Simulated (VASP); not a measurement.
A run of VASP 6.6.1 is set up as follows.

Contents of INCAR:

```
ADDGRID = F ; ALGO = Normal
EDIFF = 1E-8 ; ENCUT = 900
ISIF = 2 ; ISMEAR = 0
LASPH = T ; LCHARG = F
LMIXTAU = T ; LREAL = F
LWAVE = F ; METAGGA = R2SCAN
NBANDS = 15 ; NELM = 100
PREC = Accurate ; SIGMA = 0.02
```

KPOINTS

```
k-points
0
Gamma
  8 8 8
```

Contents of POSCAR:

```
CaSe
1.0
    0.0000000000      2.9560000000      2.9560000000
    2.9560000000      0.0000000000      2.9560000000
    2.9560000000      2.9560000000      0.0000000000
Se Ca
1 1
Direct
    0.5137070000      0.4880300000      0.5023060000
    0.0084580000     -0.0027510000     -0.0091450000
```

Potentials or basis: VASP PAW PBE potentials, release 64 (Se, Ca_sv).

Command:

```sh
$ cat potpaw_PBE.64/Se/POTCAR potpaw_PBE.64/Ca_sv/POTCAR > POTCAR
$ mpirun -np 1 vasp_std > vasp.out
```

(1) Estimate the largest force.

(2) Estimate the pressure.

(3) What does it give for the band gap on the k mesh?

## Answers

(1) 0.177 eV/Å.

(2) 0.9 GPa.

(3) 2.50 eV, indirect (least direct gap 3.44 eV).

Caveat: the PAW data sets were made with another functional, which shifts forces and pressure a little.
